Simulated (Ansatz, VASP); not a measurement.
## Cross-check of H15C19 (C wire along [111], 38 atoms a period, H-terminated) between VASP and Ansatz

Wanted: the spread between two codes on one cell, functional and k mesh. The structure shown is the end of the Ansatz relaxation below.

Program: Ansatz 0.2.0. Level of theory: plane waves, with VASP 6.6.1 beside it; single point at PBE. Results are calculated unless marked as measured.

### Step 1. Set-up

The cell holds 68 atoms: 38 C and 30 H. Its edges and angles: a = 13.678 Å, b = 14.742 Å, c = 6.291 Å, α = 90.0°, β = 90.0°, γ = 90.0°. Vacuum lies along a and b. The structure's axis is c.

### Step 2. Ansatz: relaxation, PBE

Ansatz runs on its PAW soft_1 files.

This run makes the geometry at which the two programs are then compared.

The input, input.yaml:

```yaml
crystal:
  lattice:
    - [13.678, 0.0, 0.0]
    - [0.0, 14.742, 0.0]
    - [0.0, 0.0, 6.183421383]
  atoms:
    - { symbol: C, position: [0.407710321, 0.351693754, 0.0] }
    - { symbol: C, position: [0.499988842, 0.499989073, 0.0] }
    - { symbol: C, position: [0.592267362, 0.351693754, 0.0] }
    - { symbol: C, position: [0.684545883, 0.499989073, 0.0] }
    - { symbol: C, position: [0.315431801, 0.499989073, 0.25] }
    - { symbol: C, position: [0.407710321, 0.351693754, 0.25] }
    - { symbol: C, position: [0.407710321, 0.648284393, 0.25] }
    - { symbol: C, position: [0.499988842, 0.499989073, 0.25] }
    - { symbol: C, position: [0.592267362, 0.351693754, 0.25] }
    - { symbol: C, position: [0.592267362, 0.648284393, 0.25] }
    - { symbol: C, position: [0.684545883, 0.499989073, 0.25] }
    - { symbol: H, position: [0.248574353, 0.634666828, 0.272956835] }
    - { symbol: H, position: [0.499988842, 0.230633564, 0.272956835] }
    - { symbol: H, position: [0.751403331, 0.634666828, 0.272956835] }
    - { symbol: H, position: [0.248574353, 0.464174865, 0.310376499] }
    - { symbol: H, position: [0.340852874, 0.315879546, 0.310376499] }
    - { symbol: H, position: [0.407710321, 0.71991281, 0.310376499] }
    - { symbol: H, position: [0.592267362, 0.71991281, 0.310376499] }
    - { symbol: H, position: [0.65912481, 0.315879546, 0.310376499] }
    - { symbol: H, position: [0.751403331, 0.464174865, 0.310376499] }
    - { symbol: C, position: [0.315431801, 0.59885262, 0.333333333] }
    - { symbol: C, position: [0.407710321, 0.4505573, 0.333333333] }
    - { symbol: C, position: [0.499988842, 0.59885262, 0.333333333] }
    - { symbol: C, position: [0.499988842, 0.302261981, 0.333333333] }
    - { symbol: C, position: [0.592267362, 0.4505573, 0.333333333] }
    - { symbol: C, position: [0.684545883, 0.59885262, 0.333333333] }
    - { symbol: C, position: [0.315431801, 0.59885262, 0.583333333] }
    - { symbol: C, position: [0.407710321, 0.4505573, 0.583333333] }
    - { symbol: C, position: [0.499988842, 0.59885262, 0.583333333] }
    - { symbol: C, position: [0.499988842, 0.302261981, 0.583333333] }
    - { symbol: C, position: [0.592267362, 0.4505573, 0.583333333] }
    - { symbol: C, position: [0.684545883, 0.59885262, 0.583333333] }
    - { symbol: H, position: [0.248574353, 0.436939736, 0.606290168] }
    - { symbol: H, position: [0.315431801, 0.32949711, 0.606290168] }
    - { symbol: H, position: [0.433131394, 0.733530374, 0.606290168] }
    - { symbol: H, position: [0.56684629, 0.733530374, 0.606290168] }
    - { symbol: H, position: [0.684545883, 0.32949711, 0.606290168] }
    - { symbol: H, position: [0.751403331, 0.436939736, 0.606290168] }
    - { symbol: H, position: [0.248574353, 0.563038411, 0.643709832] }
    - { symbol: H, position: [0.315431801, 0.670481037, 0.643709832] }
    - { symbol: H, position: [0.433131394, 0.266447773, 0.643709832] }
    - { symbol: H, position: [0.56684629, 0.266447773, 0.643709832] }
    - { symbol: H, position: [0.684545883, 0.670481037, 0.643709832] }
    - { symbol: H, position: [0.751403331, 0.563038411, 0.643709832] }
    - { symbol: C, position: [0.315431801, 0.401125527, 0.666666667] }
    - { symbol: C, position: [0.407710321, 0.549420846, 0.666666667] }
    - { symbol: C, position: [0.499988842, 0.401125527, 0.666666667] }
    - { symbol: C, position: [0.499988842, 0.697716166, 0.666666667] }
    - { symbol: C, position: [0.592267362, 0.549420846, 0.666666667] }
    - { symbol: C, position: [0.684545883, 0.401125527, 0.666666667] }
    - { symbol: C, position: [0.315431801, 0.401125527, 0.916666667] }
    - { symbol: C, position: [0.407710321, 0.549420846, 0.916666667] }
    - { symbol: C, position: [0.499988842, 0.401125527, 0.916666667] }
    - { symbol: C, position: [0.499988842, 0.697716166, 0.916666667] }
    - { symbol: C, position: [0.592267362, 0.549420846, 0.916666667] }
    - { symbol: C, position: [0.684545883, 0.401125527, 0.916666667] }
    - { symbol: H, position: [0.248574353, 0.535803282, 0.939623501] }
    - { symbol: H, position: [0.340852874, 0.684098601, 0.939623501] }
    - { symbol: H, position: [0.407710321, 0.280065337, 0.939623501] }
    - { symbol: H, position: [0.592267362, 0.280065337, 0.939623501] }
    - { symbol: H, position: [0.65912481, 0.684098601, 0.939623501] }
    - { symbol: H, position: [0.751403331, 0.535803282, 0.939623501] }
    - { symbol: H, position: [0.248574353, 0.365311319, 0.977043165] }
    - { symbol: H, position: [0.499988842, 0.769344583, 0.977043165] }
    - { symbol: H, position: [0.751403331, 0.365311319, 0.977043165] }
    - { symbol: C, position: [0.315431801, 0.499989073, 0.0] }
    - { symbol: C, position: [0.407710321, 0.648284393, 0.0] }
    - { symbol: C, position: [0.592267362, 0.648284393, 0.0] }
kpoints:
  mp_grid: { grid: [1, 1, 13] }
scf:
  occupations: { method: fermi_dirac, width: 0.05 }
hamiltonian:
  xc: pbe
  pseudopotentials: { kind: paw, azcp: { folder: soft_1 } }
relax:
  cell: { fix: [a, b, alpha, beta, gamma] }
  max_steps: 45
  f_tol: 0.03
```

The run is started by

```
ansatz run input.yaml --threads 16 --pin off --max-ram 61440MiB --backend cuda --events-out ev --progress --plain --runs-dir out --max-vram 78GiB
```

Numbers of over 12 decimals in the logs are rounded to 6 here.

Output:

```text
Engine: ansatz 0.2.0, aarch64-unknown-linux-gnu
Pseudopotentials: kind: paw
Pseudopotential: C, paw, valence charge 4, recommended cutoff 420 eV (normal), soft_1/C.paw.azcp
Pseudopotential: H, paw, valence charge 1, recommended cutoff 420 eV (normal), soft_1/H.paw.azcp
Functional definition: PBE
  parameter kappa = 0.804
  parameter beta = 0.066725
  exchange = pbe_x(kappa = kappa, mu = beta*pi^2/3)
  correlation = pbe_c(beta = beta)
[...]
Crystal: 68 atoms, lattice volume = 1246.832 Å³
Basis set: ecut = 420 eV, 24357 PW (Γ), exchange–correlation on 192×200×90 points (8 copies of the dense FFT grid, shifted against one another)
Bands: 159, of which v1, the nominal top of the filled ones, is band 91 counted from 1 (90 counted from 0)
Symmetry: 4 space group operations
Space group: P2/m (ITA 10), of the structure as read, at distance tolerance 1.1e-4 Å
k-points: 7 of 13
Non-local potential: C, projectors of the file, l = 0: 2, l = 1: 2, l = 2: 1
Non-local potential: H, projectors of the file, l = 0: 2, l = 1: 1
PAW form: soft (Blöchl's): semilocal exchange-correlation on the pseudo side does not see the compensation charge
PAW one-centre angular grid: C, 110 points (default); XC on 64 Gauss nodes
PAW one-centre angular grid: H, 110 points (default); XC on 64 Gauss nodes
Initial density: superposition of atomic densities (neutral atoms: chi_scale 0, normalization atom)
Initial wavefunctions: pseudopotential atomic-orbital guess
[...]
Functional: x = pbe(κ = 0.804, μ = 0.219515), c = pbe(β = 0.066725)
SCF iter   1: F=—  HF=-10042.632560 eV  |F-HF|=—  |Δ(HF+E_count)|=         —  Δρ=7.69e-2  dr2=8.20e1  ethr=3.10e-3  ⟨swp⟩=7.6  Hψ=5968  notcnv=0  defer=197
preconditioner: auto → Resta (q_TF=auto, 1.980 Å⁻¹)  ε∞=1.7  [insulator: Δε(μ)=7.207 eV  Ē_g=17.007 eV  σ=0.050 eV  W_gap=1.00  n_scr=154 (ndim 8)  ℏωp=14.2 eV  f_vac=0.595  D(μ)=0.00/eV (n_scr^D=0)  ε∞_Penn≈1.7  vacuum switching on, ρ_ref=2.1e-2 e/Å³]
SCF iter   2: F=—  HF=-10017.236031 eV  |F-HF|=—  |Δ(HF+E_count)|=    2.54e1  Δρ=3.51e-2  dr2=1.01e1  ethr=3.10e-3  ⟨swp⟩=3.9  Hψ=2379  notcnv=0  defer=436
[...]
SCF iter  10: F=-10014.323930 eV  HF=-10014.323930 eV  |F-HF|=2.79e-9  |Δ(HF+E_count)|=   6.25e-9  Δρ=1.21e-6  dr2=1.38e-8  ethr=5.49e-11  ⟨swp⟩=4.0  Hψ=2966  notcnv=0
SCF 1 converged in 10 iterations: F = -10014.323930 eV  dr2 = 1.38e-8
  greatest PAW one-centre occupation: 0.650 electrons in one spin orbital (limit 2), on the C atom at site 49 (counted from 0), in its partial waves of l = 0
relax step   1: F+E_penalty+E_count = -10014.32393043 eV  Δ(F+E_penalty+E_count) = +0.000e0 eV  max|allowed force component| = 8.506e-1 eV/Å  Δτ_max = 0.0000 Å  P = -0.353 GPa  Ω = 1246.832 Å³  fix = [a, b, alpha, beta, gamma]  reactions: a -1.265, b -1.266 GPa; alpha -0.000 GPa/rad  (10 SCF iters, dr2 threshold 1.00e-7 eV, accepted)
[...]
relax step   2: F+E_penalty+E_count = -10015.02413889 eV  Δ(F+E_penalty+E_count) = -7.002e-1 eV  max|allowed force component| = 8.210e-1 eV/Å  Δτ_max = 0.1164 Å  P = -0.339 GPa  Ω = 1278.347 Å³  energy of the carried Pulay correction = -2.703e-2 eV  fix = [a, b, alpha, beta, gamma]  reactions: a +0.067, b +0.066 GPa; alpha +0.000 GPa/rad  (6 SCF iters, dr2 threshold 6.80e-6 eV, accepted)
[...]
relax step   3: F+E_penalty+E_count = -10015.14587963 eV  Δ(F+E_penalty+E_count) = -1.217e-1 eV  max|allowed force component| = 2.436e-1 eV/Å  Δτ_max = 0.0215 Å  P = -0.157 GPa  Ω = 1268.941 Å³  energy of the carried Pulay correction = -1.903e-2 eV  fix = [a, b, alpha, beta, gamma]  reactions: a -0.174, b -0.175 GPa; alpha -0.000 GPa/rad  (5 SCF iters, dr2 threshold 6.80e-6 eV, accepted)
[...]
relax step   4: F+E_penalty+E_count = -10015.15534496 eV  Δ(F+E_penalty+E_count) = -9.465e-3 eV  max|allowed force component| = 2.476e-2 eV/Å  Δτ_max = 0.0050 Å  P = -0.004 GPa  Ω = 1268.125 Å³  energy of the carried Pulay correction = -1.833e-2 eV  fix = [a, b, alpha, beta, gamma]  reactions: a -0.013, b -0.015 GPa; alpha +0.000 GPa/rad  (5 SCF iters, dr2 threshold 3.71e-6 eV, accepted)
[...]
relax step   5: F+E_penalty+E_count = -10015.17776795 eV  Δ(F+E_penalty+E_count) = -2.242e-2 eV  max|allowed force component| = 2.585e-2 eV/Å  Δτ_max = 0.0000 Å  P = +0.023 GPa  Ω = 1268.125 Å³  fix = [a, b, alpha, beta, gamma]  reactions: a +0.000, b -0.002 GPa; alpha +0.000 GPa/rad  stress off target by 7.13e-2 GPa on what of the cell is left free  SCF on the basis re-selected at this cell (its energy is not comparable with the rows above)  (6 SCF iters)
[...]
relax step   6: F+E_penalty+E_count = -10015.17764797 eV  Δ(F+E_penalty+E_count) = +1.200e-4 eV  max|allowed force component| = 4.480e-3 eV/Å  Δτ_max = 0.0007 Å  P = +0.002 GPa  Ω = 1268.555 Å³  energy of the carried Pulay correction = -3.876e-4 eV  fix = [a, b, alpha, beta, gamma]  reactions: a +0.003, b +0.001 GPa; alpha +0.000 GPa/rad  (5 SCF iters, dr2 threshold 1.27e-8 eV, accepted)
[...]
relax step   7: F+E_penalty+E_count = -10015.17804275 eV  Δ(F+E_penalty+E_count) = -3.948e-4 eV  max|allowed force component| = 4.493e-3 eV/Å  Δτ_max = 0.0000 Å  P = +0.003 GPa  Ω = 1268.555 Å³  fix = [a, b, alpha, beta, gamma]  reactions: a +0.003, b +0.001 GPa; alpha +0.000 GPa/rad  stress off target by 3.24e-3 GPa on what of the cell is left free  SCF on the basis re-selected at this cell (its energy is not comparable with the rows above)  (5 SCF iters)
[...]
- { symbol: C, position: [0.683371, 0.500763, 0.246786] }
    - { symbol: H, position: [0.250631, 0.633562, 0.271451] }
    - { symbol: H, position: [0.499989, 0.232838, 0.271446] }
    - { symbol: H, position: [0.749346, 0.633562, 0.271451] }
    - { symbol: H, position: [0.249678, 0.465832, 0.300659] }
    - { symbol: H, position: [0.342952, 0.315939, 0.300660] }
    - { symbol: H, position: [0.406716, 0.718196, 0.300665] }
    - { symbol: H, position: [0.593262, 0.718196, 0.300665] }
    - { symbol: H, position: [0.657026, 0.315939, 0.300660] }
    - { symbol: H, position: [0.750300, 0.465832, 0.300659] }
    - { symbol: C, position: [0.316402, 0.598333, 0.331394] }
    - { symbol: C, position: [0.406706, 0.450020, 0.334458] }
    - { symbol: C, position: [0.499989, 0.599929, 0.334461] }
    - { symbol: C, position: [0.499989, 0.303302, 0.331390] }
    - { symbol: C, position: [0.593271, 0.450020, 0.334458] }
    - { symbol: C, position: [0.683576, 0.598333, 0.331394] }
    - { symbol: C, position: [0.315121, 0.599020, 0.574344] }
    - { symbol: C, position: [0.406326, 0.449816, 0.583920] }
    - { symbol: C, position: [0.499989, 0.600335, 0.583922] }
    - { symbol: C, position: [0.499989, 0.301929, 0.574340] }
    - { symbol: C, position: [0.593651, 0.449816, 0.583920] }
    - { symbol: C, position: [0.684856, 0.599020, 0.574344] }
    - { symbol: H, position: [0.247512, 0.433022, 0.619500] }
    - { symbol: H, position: [0.311251, 0.330600, 0.619504] }
    - { symbol: H, position: [0.436254, 0.736341, 0.619506] }
    - { symbol: H, position: [0.563723, 0.736341, 0.619506] }
    - { symbol: H, position: [0.688727, 0.330600, 0.619504] }
    - { symbol: H, position: [0.752466, 0.433022, 0.619500] }
    - { symbol: H, position: [0.247512, 0.566956, 0.630500] }
    - { symbol: H, position: [0.311251, 0.669378, 0.630496] }
    - { symbol: H, position: [0.436254, 0.263637, 0.630494] }
    - { symbol: H, position: [0.563723, 0.263637, 0.630494] }
    - { symbol: H, position: [0.688727, 0.669378, 0.630496] }
    - { symbol: H, position: [0.752466, 0.566956, 0.630500] }
    - { symbol: C, position: [0.315121, 0.400958, 0.675656] }
    - { symbol: C, position: [0.406326, 0.550162, 0.666080] }
    - { symbol: C, position: [0.499989, 0.399643, 0.666078] }
    - { symbol: C, position: [0.499989, 0.698049, 0.675660] }
    - { symbol: C, position: [0.593651, 0.550162, 0.666080] }
    - { symbol: C, position: [0.684856, 0.400958, 0.675656] }
    - { symbol: C, position: [0.316402, 0.401645, 0.918606] }
    - { symbol: C, position: [0.406706, 0.549958, 0.915542] }
    - { symbol: C, position: [0.499989, 0.400050, 0.915539] }
    - { symbol: C, position: [0.499989, 0.696676, 0.918610] }
    - { symbol: C, position: [0.593271, 0.549958, 0.915542] }
    - { symbol: C, position: [0.683576, 0.401645, 0.918606] }
    - { symbol: H, position: [0.249678, 0.534146, 0.949341] }
    - { symbol: H, position: [0.342952, 0.684039, 0.949340] }
    - { symbol: H, position: [0.406716, 0.281782, 0.949335] }
    - { symbol: H, position: [0.593262, 0.281782, 0.949335] }
    - { symbol: H, position: [0.657026, 0.684039, 0.949340] }
    - { symbol: H, position: [0.750300, 0.534146, 0.949341] }
    - { symbol: H, position: [0.250631, 0.366416, 0.978549] }
    - { symbol: H, position: [0.499989, 0.767140, 0.978554] }
    - { symbol: H, position: [0.749346, 0.366416, 0.978549] }
    - { symbol: C, position: [0.316607, 0.499215, 0.00321418] }
    - { symbol: C, position: [0.409021, 0.647727, 0.0032162] }
    - { symbol: C, position: [0.590957, 0.647727, 0.0032162] }
```

Reading the cycles: dr2 is the Hartree energy of the density residual (eV), the measure of convergence; HF is the Harris–Foulkes estimate of the energy, which meets the free energy F at convergence.

[end of part 1 of 2]

[Lines on the potential files, build, host, timing and source positions are cut from VASP's logs without a mark.]

[Logs are printed without paths, hosts, clocks, repeated set-up lines and the standing remarks that a program may print on its own settings, such as how far it seeks lower states.]

[Hosts, paths, dates, database ids (printed as entryN), source tags and the programs' standing remarks are cut or masked in the printed files.]
